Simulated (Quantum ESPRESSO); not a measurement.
Crystal: W.

```xyz
1
Lattice="-1.5823 1.5823 1.5823 1.5823 -1.5823 1.5823 1.5823 1.5823 -1.5823" Properties=species:S:1:pos:R:3 pbc="T T T"
W     0.0000    0.0000    0.0000
```

Base run:

* Program: Quantum ESPRESSO 7.5
* Functional: PBEsol
* Potentials or basis: SG15 PBE 1.2
* Cutoff: 1020 eV
* Density cutoff: 4082 eV
* k mesh: 12 × 12 × 12
* Occupations: fermi-dirac, width 0.05 eV
* Spin: no spin polarisation

Its results: band gap on the k mesh none (metal or under the smearing width); pressure -4.3 GPa.

The run is repeated on the same cell with these changes: functional from PBEsol to RPBE. What comes out?

Band gap on the k mesh none (metal or under the smearing width); pressure 15.4 GPa.

RPBE binds less tightly than PBEsol, so the same cell stands under more pressure.

Caveats: the potentials were made for another functional, which shifts forces and pressure.

Not every run made on this cell is shown here.
